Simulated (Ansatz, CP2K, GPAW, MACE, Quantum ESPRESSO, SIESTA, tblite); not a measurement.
# Generalised stacking fault on (110) of a KCl-RbCl solid solution (80 atoms) in CP2K, part 3 of 3

Aim: run generalised stacking fault on (110) of a KCl-RbCl solid solution (80 atoms) in CP2K and see how near its forces come to a plane-wave reference, and at what cost.

Program: CP2K 2026.2; the method stands at each step. Banners, paths, timers and routine set-up lines are dropped from the logs unmarked, and long logs keep their key lines alone; longer cuts are marked.

So far. Step 5 (PBE, TZVP-UZH, 600/50 Ry, diagonalisation): Against the first run (7.3 %), the force difference from the reference is 9.1 %, at 1.2 times the CPU time, with 1400 basis functions against 1080; this set comes with other potentials too, so the change isn't the basis's alone.

**7. PBE, DZVP-MOLOPT-SR, 420/50 Ry, diagonalisation**

Method: Kohn-Sham DFT, PBE, GTH-PBE pseudopotentials, Gaussian and plane waves, DZVP-MOLOPT-SR-GTH, diagonalisation.

input.inp reads:

```
&GLOBAL
  PROJECT cell
  RUN_TYPE ENERGY_FORCE
  PRINT_LEVEL LOW
&END GLOBAL
&FORCE_EVAL
  METHOD QS
  STRESS_TENSOR ANALYTICAL
  &DFT
    BASIS_SET_FILE_NAME BASIS_MOLOPT
    POTENTIAL_FILE_NAME GTH_POTENTIALS
    &MGRID
      CUTOFF 420
      REL_CUTOFF 50
    &END MGRID
    &QS
      EPS_DEFAULT 1.0E-12
    &END QS
    &SCF
      SCF_GUESS ATOMIC
      EPS_SCF 1.0E-06
      MAX_SCF 200
      ADDED_MOS 52
      &DIAGONALIZATION
        ALGORITHM STANDARD
      &END DIAGONALIZATION
      &SMEAR ON
        METHOD FERMI_DIRAC
        ELECTRONIC_TEMPERATURE [K] 580
      &END SMEAR
      &MIXING
        METHOD BROYDEN_MIXING
        ALPHA 0.15
        NBROYDEN 8
      &END MIXING
      &PRINT
        &RESTART OFF
        &END RESTART
      &END PRINT
    &END SCF
    &XC
      &XC_FUNCTIONAL PBE
      &END XC_FUNCTIONAL
    &END XC
    &PRINT
      &MULLIKEN ON
      &END MULLIKEN
      &LOWDIN ON
      &END LOWDIN
      &MO ON
        EIGENVALUES T
        OCCUPATION_NUMBERS T
        MO_INDEX_RANGE 309 332
        &EACH
          QS_SCF 0
        &END EACH
        ADD_LAST NUMERIC
      &END MO
    &END PRINT
  &END DFT
  &SUBSYS
    &CELL
      A 7.33940 0.00000 0.00000
      B 0.00000 10.37948 0.00000
      C 3.36387 0.00000 26.04870
    &END CELL
    &COORD
[... 80 atom lines left out: the same atoms as in the first run ...]
    &END COORD
    &KIND Rb
      BASIS_SET DZVP-MOLOPT-SR-GTH-q9
      POTENTIAL GTH-PBE-q9
    &END KIND
    &KIND Cl
      BASIS_SET DZVP-MOLOPT-SR-GTH-q7
      POTENTIAL GTH-PBE-q7
    &END KIND
    &KIND K
      BASIS_SET DZVP-MOLOPT-SR-GTH-q9
      POTENTIAL GTH-PBE-q9
    &END KIND
  &END SUBSYS
  &PRINT
    &FORCES ON
    &END FORCES
    &STRESS_TENSOR ON
    &END STRESS_TENSOR
  &END PRINT
&END FORCE_EVAL
```

Started as:

```sh
OMP_NUM_THREADS=2 cp2k.psmp -i input.inp > output.txt
```

Numbers of over 12 decimals in the logs are rounded to 6 here.

What it wrote:

```text
CP2K| version string:                                       CP2K version 2026.2
 CP2K| Input file name                                                 input.inp
 GLOBAL| Basis set file name                                        BASIS_MOLOPT
 GLOBAL| Potential file name                                      GTH_POTENTIALS
 GLOBAL| Run type                                                   ENERGY_FORCE
 GLOBAL| Total number of message passing processes                             1
 GLOBAL| Number of threads for this process                                    2
 TOTAL NUMBERS AND MAXIMUM NUMBERS
  Total number of            - Atomic kinds:                                   3
                             - Atoms:                                         80
[... lines left out ...]
                        Smear method:                                FERMI_DIRAC
[... lines left out ...]
 Number of electrons:                                                        640
[... lines left out ...]
  Step     Update method      Time    Convergence         Total energy    Change
[... lines left out ...]
  *** SCF run converged in    21 steps ***
[... lines left out ...]
  Fermi energy:                                                 0.236254
  Total energy:                                             -1680.315670
  Total energy (extrapolated to T->0):                      -1680.315670
[... lines left out ...]
 MO| E(Fermi):            0.236254 a.u.          6.428795 eV
[... lines left out ...]
       1     Rb       1          8.542066                              0.457934
       2     Cl       2          7.525362                             -0.525362
       3     K        3          8.442930                              0.557070
[...]
# Total charge                            640.000000                 -0.000000
 !-----------------------------------------------------------------------------!
 LOWDIN POPULATION ANALYSIS
 #  Atom  Element  Kind  Atomic population                           Net charge
[...]
79     Rb       1          9.050124                             -0.050124
      80     Cl       2          7.078651                             -0.078651
 # Total charge                            640.000000                 -0.000000
 ENERGY| Total FORCE_EVAL ( QS ) energy [hartree]          -1680.315677
 FORCES| Atomic forces [hartree/bohr]
 FORCES|   Atom     x               y               z               |f|
 FORCES|      1  8.48771213E-04 -1.24620920E-03  3.38292498E-03   3.70373209E-03
 FORCES|      2 -3.49927039E-03 -2.09089032E-03 -3.94609352E-03   5.67347951E-03
 FORCES|      3 -1.98457214E-03 -3.08231821E-04  1.00114976E-03   2.24406646E-03
[...]
FORCES|     79 -2.63245046E-03  1.37093524E-03  1.04985547E-03   3.14824639E-03
 FORCES|     80 -9.26805464E-04 -3.64254016E-03  3.22189929E-03   4.95052545E-03
 FORCES| Sum     4.09554642E-05 -5.73465152E-05 -1.39115223E-04
 FORCES| Total atomic force                                       1.55945562E-04
 STRESS| Analytical stress tensor [bar]
 STRESS|                        x                   y                   z
 STRESS|      x        7.44331743604E+04  -4.65379509547E+01   1.27235857895E+03
 STRESS|      y       -4.65379509547E+01   5.03702718277E+04  -6.58504002506E+01
 STRESS|      z        1.27235857895E+03  -6.58504002506E+01   4.76757362447E+04
 STRESS| 1/3 Trace                                             5.74930608109E+04
```

It took 5.3 min on 2 threads of Arm Neoverse V2, shared host; peak memory 3 GiB; 10 min of CPU time.

Against the reference:

```
r.m.s. force component                           : 0.1205 eV/Å
r.m.s. difference of force components            : 8.293 meV/Å
longest difference of force vectors              : 28.06 meV/Å
force difference over r.m.s. force               : 7.365 %
slope of forces against the reference's          : 1.07
correlation of force components                  : 0.9998
gap (highest filled to lowest empty level) : 5.538 eV
gap difference                                   : 0.007 eV
pressure                                         : 5.749 GPa
pressure difference                              : 0.3716 GPa
energy less the same-level run's                 : -0.0042 meV/atom
r.m.s. force difference from the same-level run  : 0.665 meV/Å
```

Against the first run (7.3 %), the force difference from the reference is 7.4 %, at 0.94 times the CPU time (on 2 against 4 cores): the change moves forces by 0.67 meV/Å r.m.s., so most of the difference comes from elsewhere.

**8. Side by side**

Differences are against the plane-wave reference, forces as r.m.s. over components; share is that over the reference's r.m.s. force, slope the least-squares factor from reference forces to these. Total energies of different programs have different zeros and aren't compared.

| run | Δ force, r.m.s. (meV/Å) | share (%) | slope | Δ pressure (GPa) | Δ gap (eV) | cores | CPU time | memory (GiB) |
| --- | --- | --- | --- | --- | --- | --- | --- | --- |
| reference | - | - | - | - | - | 4 | 29 min | 5.0 |
| CP2K PBE, DZVP-MOLOPT-SR, 600/50 Ry, diagonalisation | 8.18 | 7.26 | 1.069 | 0.371 | 0.007 | 4 | 11 min | 7.1 |
| CP2K PBE, TZVP-MOLOPT (SR for Rb, K), 600/50 Ry, diagonalisation | 5.88 | 5.23 | 1.050 | 0.333 | -0.0267 | 4 | 13 min | 7.6 |
| CP2K PBE, SZV-MOLOPT-SR, 600/50 Ry, diagonalisation (coarse) | 49.1 | 43.6 | 1.412 | 3.54 | -0.859 | 1 | 6.7 min | 5.1 |
| CP2K PBE, TZVP-UZH, 600/50 Ry, diagonalisation | 10.2 | 9.10 | 1.088 | 0.360 | -0.0221 | 4 | 12 min | 7.5 |
| CP2K PBE, DZVP-MOLOPT-SR, 300/50 Ry, diagonalisation (coarse) | 8.34 | 7.41 | 1.070 | 0.372 | 0.007 | 2 | 8.8 min | 2.2 |
| CP2K PBE, DZVP-MOLOPT-SR, 420/50 Ry, diagonalisation (coarse) | 8.29 | 7.36 | 1.070 | 0.372 | 0.007 | 2 | 10 min | 3.0 |

Rows marked coarse were listed beforehand as settings not expected to be converged; some can still land near the reference.

CPU time is summed over cores on a shared host, where runs went side by side, so it is rough. Symmetry, cutoffs, thresholds, outputs and thread counts weren't matched or tuned between programs; memory under MPI is the largest rank's times the ranks.

Mean charges by element (e), by run and scheme:

| run | scheme | Rb | Cl | K |
| --- | --- | --- | --- | --- |
| CP2K PBE, DZVP-MOLOPT-SR, 600/50 Ry, diagonalisation | Mulliken | +0.47 | -0.53 | +0.55 |
| CP2K PBE, TZVP-MOLOPT (SR for Rb, K), 600/50 Ry, diagonalisation | Mulliken | +0.70 | -0.88 | +0.97 |
| CP2K PBE, TZVP-UZH, 600/50 Ry, diagonalisation | Mulliken | +0.61 | -0.71 | +0.75 |
| CP2K PBE, DZVP-MOLOPT-SR, 420/50 Ry, diagonalisation | Mulliken | +0.47 | -0.53 | +0.55 |

Within one program, basis, potentials and functional, energies share a zero. Each run against its twin at the usual cutoff or grid and solver:

| run | twin | Δ energy (meV/atom) | Δ force, r.m.s. (meV/Å) | CPU time over the twin's |
| --- | --- | --- | --- | --- |
| CP2K PBE, DZVP-MOLOPT-SR, 300/50 Ry, diagonalisation | DZVP-MOLOPT-SR, 600/50 Ry, diagonalisation | -0.0095 | 1.15 | 0.82 (this twin ran on 4 cores) |
| CP2K PBE, DZVP-MOLOPT-SR, 420/50 Ry, diagonalisation | DZVP-MOLOPT-SR, 600/50 Ry, diagonalisation | -0.0042 | 0.665 | 0.94 (this twin ran on 4 cores) |

**9. Results**

- nearest in forces: CP2K PBE, TZVP-MOLOPT (SR for Rb, K), 600/50 Ry, diagonalisation, 5.2 %
- its CPU time: 13 min

The PBE runs in local orbitals, coarse settings apart, differ by 5.2 % (CP2K PBE, TZVP-MOLOPT (SR for Rb, K), 600/50 Ry, diagonalisation) to 9.1 % (CP2K PBE, TZVP-UZH, 600/50 Ry, diagonalisation); basis, grid and potentials can all enter. Runs with settings chosen to be coarse differ by 7.4 % (CP2K PBE, DZVP-MOLOPT-SR, 420/50 Ry, diagonalisation) to 44 % (CP2K PBE, SZV-MOLOPT-SR, 600/50 Ry, diagonalisation), their programs' other errors included. Of the electronic-structure runs that take under half the reference's CPU time, CP2K PBE, TZVP-MOLOPT (SR for Rb, K), 600/50 Ry, diagonalisation comes nearest, at 5.2 % in 13 min against 29 min. CP2K PBE, SZV-MOLOPT-SR, 600/50 Ry, diagonalisation stiffens the forces by a factor of 1.41 while following their directions (correlation 0.995); the slopes of the 6 CP2K runs lie between 1.05 and 1.41. At the same functional, gaps differ from the reference's 5.53 eV by between -0.86 and +0.01 eV. These are spacings on the run's k-points, which needn't hold the band edges. In pressure, CP2K PBE, SZV-MOLOPT-SR, 600/50 Ry, diagonalisation misses by +3.5 GPa, at the same functional. Charges hang on program or settings: among these rows the mean for K runs from +0.55 to +0.97 e. The reference's pressure holds the uncorrected Pulay stress of its 45 Ry basis, so small pressure differences, and their order, may be the reference's own error. The host structure and its lattice constant were typed by rule, without a check against the phase diagram. The reference's pressure of 5.4 GPa says that the cell would expand at this level of theory. The electronic-structure runs sample only Γ, in a cell whose shortest periodic width is 7 Å.

[Also dropped from logs without a mark: logging warnings of Python, and SIESTA's first energy breakdown and zero terms.]

[Logs are printed without paths, hosts, clocks, repeated set-up lines and the standing remarks that a program may print on its own settings, such as how far it seeks lower states.]

[Hosts, paths, dates, database ids (printed as entryN), source tags and the programs' standing remarks are cut or masked in the printed files.]
